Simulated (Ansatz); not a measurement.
# Lu (Im-3m) in Ansatz: further runs, part 2 of 2

Ansatz 0.2.0. Earlier steps stand in the parts before.

## (3) Single point, Slater exchange only, 28.06 Å³/atom (volume scaled by 0.94)

input.yaml

```yaml
crystal:
  lattice:
    - [-1.9142161787, 1.9142161787, 1.9142161787]
    - [1.9142161787, -1.9142161787, 1.9142161787]
    - [1.9142161787, 1.9142161787, -1.9142161787]
  atoms:
    - { symbol: Lu, position: [0.0, 0.0, 0.0] }
kpoints:
  mp_grid: { grid: [10, 10, 10] }
scf:
  occupations: { method: gaussian, width: 0.025 }
hamiltonian:
  xc: { exchange: slater, correlation: none }
  pseudopotentials:
    kind: all_electron
    lapw: { basis_error: 0.0005 }
    dirac_shells: { Lu: ["4p", "3d"] }
output:
  forces: true
  stress: true
  eigenvalues: true
```

Potentials or basis: all-electron LAPW, inner shells corrected to Dirac's equation.

On the command line:

```
$ ansatz run input.yaml --threads 1 --pin off --max-ram 2560MiB --backend cpu --events-out ev --progress --plain --runs-dir out
```

The program printed:

```text
Warning: RAYON_NUM_THREADS=1 ignored (pool sized by the plan → 1); use --threads N
LAPW: plane waves up to 7.334 Å⁻¹, error target 5.0e-4 eV per atom; small_component_spin mean_spin; Lu in spheres of 1.658 Å, 35 of its electrons in bands, Dirac shells [2p, 3p, 4p, 3d] (how accurate: hamiltonian.pseudopotentials.lapw.basis_error, Limitations)
Engine: ansatz 0.2.0, aarch64-unknown-linux-gnu
Pseudopotentials: kind: all_electron
Pseudopotential: Lu, LAPW, valence charge 35, lapw/all_electron/scalar/gaussian/Lu, Koelling and Harmon's equation with Dirac's for 2p 3p 4p 3d, gaussian nucleus
Functional definition: unnamed
  exchange = slater_x
  correlation = 0
Crystal: 1 atoms, lattice volume = 28.056 Å³
Basis set: ecut = 204.90544673870926 eV, 177 PW (Γ), exchange–correlation at level 2
Bands: 22, of which v1, the nominal top of the filled ones, is band 18 counted from 1 (17 counted from 0)
Symmetry: 48 space group operations
Space group: Im-3m (ITA 229), of the structure as read, at distance tolerance 3.0e-5 Å
k-points: 47 of 1000
Non-local potential: Lu, projectors of the file, none
Initial density: superposition of atomic densities (chi_scale 0.1, normalization cell)
Initial wavefunctions: plane waves of lowest kinetic energy (no species holds an atomic orbital)
Functional: x = slater, c = none
iter 1 solved again at ethr=1.77e-4 eV; its pass at ethr=1.00e-1 eV (dr2=6.19e-2 eV) is discarded
SCF iter   1: F=—  HF=-396284.500858 eV  |F-HF|=—  |Δ(HF+E_count)|=         —  Δρ=1.43e-2  dr2=6.20e-2  ethr=1.77e-4  ⟨swp⟩=2.9  Hψ=6593  notcnv=0
preconditioner: auto → none  [insulator: Δε(μ)=0.072 eV  Ē_g=13.045 eV  σ=0.025 eV  W_gap=0.93  n_scr=12 (ndim 8)  ℏωp=33.6 eV  f_vac=0.000  D(μ)=0.76/eV (n_scr^D=0)  ε∞_Penn≈7.6]
SCF iter   2: F=—  HF=-396284.459989 eV  |F-HF|=—  |Δ(HF+E_count)|=   4.09e-2  Δρ=4.86e-3  dr2=7.04e-3  ethr=1.77e-4  ⟨swp⟩=2.0  Hψ=3291  notcnv=0
SCF iter   3: F=—  HF=-396284.408402 eV  |F-HF|=—  |Δ(HF+E_count)|=   5.16e-2  Δρ=4.48e-3  dr2=6.06e-3  ethr=2.01e-5  ⟨swp⟩=2.1  Hψ=3112  notcnv=0
iter 4 solved again at ethr=1.07e-6 eV; its pass at ethr=1.73e-5 eV (dr2=3.74e-4 eV) is discarded
SCF iter   4: F=—  HF=-396284.405062 eV  |F-HF|=—  |Δ(HF+E_count)|=         —  Δρ=1.12e-3  dr2=3.74e-4  ethr=1.07e-6  ⟨swp⟩=2.0  Hψ=5179  notcnv=0
the basis was enlarged: its passes take 271.6 KiB over the memory plan, 1 of 1 planned eigensolver slots
SCF iter   5: F=—  HF=-396284.404955 eV  |F-HF|=—  |Δ(HF+E_count)|=   1.06e-4  Δρ=9.88e-5  dr2=2.87e-6  ethr=1.07e-6  ⟨swp⟩=2.0  Hψ=3083  notcnv=0
SCF iter   6: F=-396284.404955 eV  HF=-396284.404955 eV  |F-HF|=4.31e-8  |Δ(HF+E_count)|=   1.27e-7  Δρ=6.71e-6  dr2=1.22e-8  ethr=8.21e-9  ⟨swp⟩=2.0  Hψ=3083  notcnv=0
SCF 1 converged in 6 iterations: F = -396284.404955 eV  dr2 = 1.22e-8
SCF converged after 6 iterations
Free energy (F): -396284.404955 eV
Harris-Foulkes:  -396284.404955 eV  (|F-HF|=4.31e-8)
Internal energy: -396284.404668 eV  (E = F + TS)
E sigma→0 (E₀):  -396284.404812 eV
Entropy (-TS):   -0.000288 eV (-0.288 meV/atom)
Fermi energy:    16.928130 eV
--- Per-component energies (eV) ---
  E_band       = -1613.053308
  E_kinetic    = 441632.844001
  E_xc         = -7782.438126
  E_electrostatic = -830134.810543  (all electrons and nuclei)
  E_smearing   = -0.000288  (= −TS)
  E_closure    = 0.000000  (closes the sum)
  E_atoms      = -396280.136601  (free atoms, spherical and without spin; not in F)
  Σ components = -396284.404955   (vs F -396284.404955, Δ=0.00e0)
  Basis errors (estimates in eV, not in F): energy 1.3e-4 per atom: plane waves 1.1e-4 (5.5e-5 summed), levels above the bands 0.0e0, relativity 2.8e-7, radial functions 1.8e-5, core shells 6.5e-8; eigenvalues (radial functions only) 3.2e-7; not estimated: angular momenta, meshes, grids; target (lapw.basis_error) 5.0e-4; muffin-tin radii Lu 1.658 Å
--- Forces (eV/Å), atoms counted from 1 ---
  atom   1  Lu     0.00000000     0.00000000     0.00000000
  max |Σ_I F_I| component: 1.60e-31 eV/Å
--- Stress (GPa, compression-positive) ---
        1.375940      -0.000000       0.000000
       -0.000000       1.375940       0.000000
        0.000000       0.000000       1.375940
  P = ⅓ Tr σ = 1.3759 GPa (13.759 kbar)
--- Band table (eV; the first three rows and the last of 47) ---
  k-point 0: bands = ["-169.2207", "-169.2207", "-169.2207", "-169.2098", "-169.2098", "-39.0631", "-9.5266", "-9.5266", "-9.5266", "10.6028", "12.1213", "12.1213", "12.1213", "12.2320", "12.2320", "12.2320", "12.2520", "18.9995", "18.9995", "18.9995", "21.3906", "21.3906"]
  k-point 1: bands = ["-169.2207", "-169.2207", "-169.2207", "-169.2098", "-169.2098", "-39.0594", "-9.5857", "-9.5452", "-9.5268", "10.9086", "12.1242", "12.1267", "12.1281", "12.2254", "12.2282", "12.2292", "12.2440", "18.7744", "18.8767", "19.3119", "21.0696", "21.3910"]
  k-point 2: bands = ["-169.2207", "-169.2207", "-169.2207", "-169.2098", "-169.2098", "-39.0495", "-9.7372", "-9.5938", "-9.5273", "11.7573", "12.1303", "12.1425", "12.1469", "12.2052", "12.2096", "12.2236", "12.2392", "18.2548", "18.3272", "20.2189", "20.8678", "21.4498"]
  k-point 46: bands = ["-169.2207", "-169.2207", "-169.2207", "-169.2098", "-169.2098", "-38.9932", "-9.9394", "-9.9394", "-9.9394", "12.1035", "12.1705", "12.1705", "12.1705", "12.2364", "12.2364", "12.2364", "15.2683", "15.2683", "22.8956", "22.8956", "22.8956", "23.6241"]
```

It took 5.5 s on 1 thread of Arm Neoverse V1, shared host; peak memory 0.25 GiB.

What came out:

```yaml
Free_energy: -396284.4050 eV
Pressure: 1.4 GPa
Band_gap_on_the_k_mesh: none (metal or under the smearing width)
```

## (4) Single point, Slater exchange only, 28.65 Å³/atom (volume scaled by 0.96)

Edit input.yaml of step 3 so:

```diff
@@ -2,5 +2,5 @@
   lattice:
-    - [-1.9142161787, 1.9142161787, 1.9142161787]
-    - [1.9142161787, -1.9142161787, 1.9142161787]
-    - [1.9142161787, 1.9142161787, -1.9142161787]
+    - [-1.9276970185, 1.9276970185, 1.9276970185]
+    - [1.9276970185, -1.9276970185, 1.9276970185]
+    - [1.9276970185, 1.9276970185, -1.9276970185]
   atoms:
```

On the command line:

```
$ ansatz run input.yaml --threads 1 --pin off --max-ram 2560MiB --backend cpu --events-out ev --progress --plain --runs-dir out
```

It took 5.6 s on 1 thread of Arm Neoverse V1, shared host; peak memory 0.25 GiB.

The run converged. Its results:

- Free energy: -396284.4082 eV
- Pressure: 0.4 GPa
- Band gap on the k mesh: none (metal or under the smearing width)

## (5) Single point, Slater exchange only, 29.25 Å³/atom (volume scaled by 0.98)

Edit input.yaml of step 4 so:

```diff
@@ -2,5 +2,5 @@
   lattice:
-    - [-1.9276970185, 1.9276970185, 1.9276970185]
-    - [1.9276970185, -1.9276970185, 1.9276970185]
-    - [1.9276970185, 1.9276970185, -1.9276970185]
+    - [-1.9409919008, 1.9409919008, 1.9409919008]
+    - [1.9409919008, -1.9409919008, 1.9409919008]
+    - [1.9409919008, 1.9409919008, -1.9409919008]
   atoms:
```

On the command line:

```
$ ansatz run input.yaml --threads 1 --pin off --max-ram 2560MiB --backend cpu --events-out ev --progress --plain --runs-dir out
```

It took 5.6 s on 1 thread of Arm Neoverse V1, shared host; peak memory 0.25 GiB.

The run converged. Its results:

- Free energy: -396284.4077 eV
- Pressure: -0.6 GPa
- Band gap on the k mesh: none (metal or under the smearing width)

## (6) Single point, Slater exchange only, 29.85 Å³/atom

Edit input.yaml of step 5 so:

```diff
@@ -2,5 +2,5 @@
   lattice:
-    - [-1.9409919008, 1.9409919008, 1.9409919008]
-    - [1.9409919008, -1.9409919008, 1.9409919008]
-    - [1.9409919008, 1.9409919008, -1.9409919008]
+    - [-1.9541071088, 1.9541071088, 1.9541071088]
+    - [1.9541071088, -1.9541071088, 1.9541071088]
+    - [1.9541071088, 1.9541071088, -1.9541071088]
   atoms:
```

Potentials or basis: all-electron LAPW, inner shells corrected to Dirac's equation.

On the command line:

```
$ ansatz run input.yaml --threads 1 --pin off --max-ram 2560MiB --backend cpu --events-out ev --progress --plain --runs-dir out
```

Run time: 5.6 s. Hardware: 1 thread of Arm Neoverse V1, shared host; peak memory 0.25 GiB.

It converged, with:

```
Free energy            : -396284.4039 eV
Pressure               : -1.4 GPa
Band gap on the k mesh : none (metal or under the smearing width)
```

## (7) Single point, Slater exchange only, 30.44 Å³/atom (volume scaled by 1.02)

Edit input.yaml of step 6 so:

```diff
@@ -2,5 +2,5 @@
   lattice:
-    - [-1.9541071088, 1.9541071088, 1.9541071088]
-    - [1.9541071088, -1.9541071088, 1.9541071088]
-    - [1.9541071088, 1.9541071088, -1.9541071088]
+    - [-1.9670485926, 1.9670485926, 1.9670485926]
+    - [1.9670485926, -1.9670485926, 1.9670485926]
+    - [1.9670485926, 1.9670485926, -1.9670485926]
   atoms:
```

On the command line:

```
$ ansatz run input.yaml --threads 1 --pin off --max-ram 2560MiB --backend cpu --events-out ev --progress --plain --runs-dir out
```

Wall time 5.5 s (1 thread of Arm Neoverse V1, shared host); peak memory 0.25 GiB.

It converged, with:

- Free energy: -396284.3972 eV
- Pressure: -2.2 GPa
- Band gap on the k mesh: none (metal or under the smearing width)

## (8) Single point, Slater exchange only, 31.04 Å³/atom (volume scaled by 1.04)

Edit input.yaml of step 7 so:

```diff
@@ -2,5 +2,5 @@
   lattice:
-    - [-1.9670485926, 1.9670485926, 1.9670485926]
-    - [1.9670485926, -1.9670485926, 1.9670485926]
-    - [1.9670485926, 1.9670485926, -1.9670485926]
+    - [-1.9798219934, 1.9798219934, 1.9798219934]
+    - [1.9798219934, -1.9798219934, 1.9798219934]
+    - [1.9798219934, 1.9798219934, -1.9798219934]
   atoms:
```

On the command line:

```
$ ansatz run input.yaml --threads 1 --pin off --max-ram 2560MiB --backend cpu --events-out ev --progress --plain --runs-dir out
```

Run time: 6 s. Hardware: 1 thread of Arm Neoverse V1, shared host; peak memory 0.26 GiB.

The run converged. Its results:

| Item | Value |
| --- | --- |
| Free energy | -396284.3880 eV |
| Pressure | -2.8 GPa |
| Band gap on the k mesh | none (metal or under the smearing width) |

## (9) Single point, Slater exchange only, 31.64 Å³/atom (volume scaled by 1.06)

Edit input.yaml of step 8 so:

```diff
@@ -2,5 +2,5 @@
   lattice:
-    - [-1.9798219934, 1.9798219934, 1.9798219934]
-    - [1.9798219934, -1.9798219934, 1.9798219934]
-    - [1.9798219934, 1.9798219934, -1.9798219934]
+    - [-1.9924326645, 1.9924326645, 1.9924326645]
+    - [1.9924326645, -1.9924326645, 1.9924326645]
+    - [1.9924326645, 1.9924326645, -1.9924326645]
   atoms:
```

Potentials or basis: all-electron LAPW, inner shells corrected to Dirac's equation.

On the command line:

```
$ ansatz run input.yaml --threads 1 --pin off --max-ram 2560MiB --backend cpu --events-out ev --progress --plain --runs-dir out
```

It took 6.1 s on 1 thread of Arm Neoverse V1, shared host; peak memory 0.26 GiB.

The run converged. Its results:

- Free energy: -396284.3767 eV
- Pressure: -3.3 GPa
- Band gap on the k mesh: none (metal or under the smearing width)

## (10) Equation of state, Slater exchange only

No new run: the results of the series are fitted here.

What came out:

```yaml
Equilibrium_volume: 28.86 Å³/atom
Bulk_modulus: 47 GPa
Pressure_derivative_of_the_bulk_modulus: "5.5 (rough: it moves with the points fitted)"
```

Energy against volume, from the lowest point:
```
volume (Å³/atom)  energy (meV/atom)
          28.056               3.20
          28.653               0.00
          29.250               0.46
          29.847               4.20
          30.444              10.90
          31.041              20.19
          31.638              31.45
```

## (11) The reference run

An earlier run on the cell as given: functional PBE; potentials or basis all-electron LAPW, scalar-relativistic; cutoff 179 eV (chosen from the basis error); basis error allowed 0.001 eV/atom; k mesh 10 × 10 × 10; occupations fermi-dirac, width 0.05 eV; no spin polarisation.

* Pressure: -0.4 GPa
* Band gap on the k mesh: none (metal or under the smearing width)

## (12) Overview

```tsv
task	level	potentials or basis	spin	k mesh	cutoff (eV)	smearing	sphere radius (all atoms)	basis error allowed	other keys	pressure (GPa)
projected density of states	LDA	all-electron LAPW, scalar-relativistic	non-collinear, random start	8 × 8 × 8	317	gaussian 0.1 eV	1.354 Å	0.001 eV/atom	hamiltonian.pseudopotentials.lapw.muffin_tin_radii = 1.354	-5.5
equation of state	Slater exchange only	all-electron LAPW, inner shells corrected to Dirac's equation	off	10 × 10 × 10	-	gaussian 0.025 eV	-	0.0005 eV/atom	-	-
single point	PBE	all-electron LAPW, scalar-relativistic	off	10 × 10 × 10	179	fermi-dirac 0.05 eV	-	0.001 eV/atom	-	-0.4
```

Alike in all rows: cell as given.

Caveats: spin-orbit coupling is left out, which moves the levels of the heavy elements (some runs); the starting moments weren't kept (some runs).

Compare energies only between runs with the same functional and basis.
